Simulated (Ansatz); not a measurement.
Crystal: Al2O3.

```
CELL_PARAMETERS angstrom
4.61378 0.00000 0.00000
0.00000 9.56328 0.00000
0.00000 0.00000 3.11986
ATOMIC_POSITIONS crystal
Al 0.98298 0.82457 0.00000
Al 0.01702 0.17543 0.00000
Al 0.48297 0.67543 0.50000
Al 0.51702 0.32457 0.50000
O 0.50000 0.50000 0.50000
O 0.12363 0.75305 0.50000
O 0.37637 0.25305 0.00000
O 0.62364 0.74695 0.00000
O 0.00000 0.00000 0.00000
O 0.87636 0.24695 0.50000
```

Measurements of this composition are mostly on another form, of space group No. 167.

Base run:

```yaml
Program: Ansatz 0.2.0
Functional: PBEsol
Potentials_or_basis: Ansatz PAW
Cutoff: "420 eV (not typed: the program's choice for these potentials)"
k_mesh: 6 × 3 × 9
Occupations: fermi-dirac, width 0.05 eV
Spin: no spin polarisation
```

Its results: band gap on the k mesh 3.43 eV, direct; pressure -2.6 GPa; largest force 0.173 eV/Å.

Task: After a change of settings the same cell gave: band gap on the k mesh 3.28 eV, direct; pressure 2.0 GPa; largest force 0.163 eV/Å. Which change was it?
A. functional from PBEsol to PBE; cutoff from 420 eV (not typed: the program's choice for these potentials) to 250 eV
B. functional from PBEsol to PBE
C. functional from PBEsol to RPBE
D. functional from PBEsol to revPBE

Result: A.

PBE binds less tightly than PBEsol, so the same cell stands under more pressure.

Caveats: the PAW data sets come from PBE, with cores solved anew for the run's functional, which leaves a small shift of forces and pressure (some runs); odd divisions of the mesh miss points on the zone boundary, where band edges often lie, so the gap on the mesh can be too wide (some runs); the pressure holds a Pulay correction of +59.6 GPa for the finite cutoff (some runs); the cutoff lies under the one recommended for these potentials (some runs).
